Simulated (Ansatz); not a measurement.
**GaP under changes of volume**

One of the cells (21.026 Å³/atom); the others are scaled copies at fixed shape and fractional positions:

```
Ga P
1.0
     1.94302    1.12180    6.43081
    -1.94302    1.12180    6.43081
     0.00000   -2.24360    6.43081
Ga P
2 2
Direct
  0.56463 0.56463 0.56463
  0.43537 0.43537 0.43537
  0.94261 0.94261 0.94261
  0.05739 0.05739 0.05739
```

Measurements of this composition are mostly on another form, of space group No. 216.

```yaml
Program: Ansatz 0.2.0
Functional: LDA
Potentials_or_basis: all-electron LAPW, scalar-relativistic
Cutoff: 285 eV (chosen from the basis error)
Basis_error_allowed: 0.002 eV/atom
k_mesh: 8 × 8 × 8
Occupations: fermi-dirac, width 0.05 eV
Spin: no spin polarisation
```

```csv
volume (Å³/atom),energy over the lowest point (meV/atom),pressure (GPa),gap on the mesh (eV),largest force (eV/Å)
19.764,0.00,-0.3,0.71,0.303
20.185,3.02,-2.0,0.72,0.239
20.605,10.16,-3.4,0.72,0.180
21.026,20.96,-4.8,0.71,0.125
21.446,35.01,-5.9,0.70,0.074
21.867,?,?,?,?
22.287,71.40,-7.9,0.66,0.022
```

Problem. What does the run at 21.867 Å³/atom give?

Solution. Energy over the lowest point 51.93 meV/atom; pressure -6.9 GPa; gap on the mesh 0.68 eV; largest force 0.027 eV/Å.

Worked out: A Birch-Murnaghan fit of order 3 (a polynomial in V^(-2/3)) to the other rows has its minimum at 19.69 Å³/atom, just outside them, with B0 = V·E''(V) = 85 GPa and B' = 4.6 at fixed shape and positions, which overstates the stiffness. It gives 51.95 meV/atom at 21.867 Å³/atom, against the run's 51.93, and -dE/dV = -7.0 GPa, against -6.9. A parabola through the other rows of the gap, of slope -1.06 eV per unit of ln V there, gives 0.68 eV, against the run's 0.68.

Energies are extrapolated to zero smearing.

A mesh can miss the band edges. Spin-orbit coupling on Ga is left out.
